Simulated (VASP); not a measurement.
Wanted: the native input for a VASP 6.6.1 run.

```yaml
Task: single point
Functional: RPBE
Potentials_or_basis: VASP PAW PBE potentials, release 64 (Cd)
Cutoff: 520 eV
k_mesh: 20 × 20 × 20
Occupations: fermi-dirac, width 0.1 eV
Spin: no spin polarisation
Dipole_correction: no
Further_INCAR_settings: ALGO = Normal; EDIFF = 1e-07; NBANDS = 12
```

The structure of Cd lies in POSCAR:

```
Cd
1.0
   -1.8413924281      1.8413924281      1.8413924281
    1.8413924281     -1.8413924281      1.8413924281
    1.8413924281      1.8413924281     -1.8413924281
Cd
1
Direct
    0.0000000000      0.0000000000      0.0000000000
```

This isn't the form of Cd at room conditions, which is hcp.

One way to write it, as run:

INCAR

```
PREC     = Accurate       # precision mode
ENCUT    = 520            # plane-wave cutoff, eV
EDIFF    = 1E-7           # SCF threshold, eV
ISMEAR   = -1             # smearing method
SIGMA    = 0.1            # smearing width, eV
LREAL    = F              # projectors in reciprocal space
LASPH    = T              # aspherical terms in the spheres
NELM     = 80             # most SCF steps
ALGO     = Normal         # electronic algorithm
ISIF     = 2              # what is computed and relaxed
LWAVE    = F              # write WAVECAR
LCHARG   = T              # write CHGCAR
GGA      = RP             # functional
LELF     = T              # ELF
LVHAR    = T            
NBANDS   = 12             # bands
```

KPOINTS

```
Automatic mesh
0
Gamma
  20 20 20
```

Potentials or basis: VASP PAW PBE potentials, release 64 (Cd).

Run with:

```bash
$ cat potpaw_PBE.64/Cd/POTCAR > POTCAR
$ mpirun -np 1 vasp_std > vasp.out
```

It gave:

- Pressure: 0.3 GPa
- Band gap on the k mesh: none (metal or under the smearing width)

Caveat: the PAW data sets were made with another functional, which shifts forces and pressure a little.

Wall time 15 s on 1 thread of Intel(R) Xeon(R) 6975P-C (Granite Rapids), with other jobs on the host, peak memory 0.19 GiB.
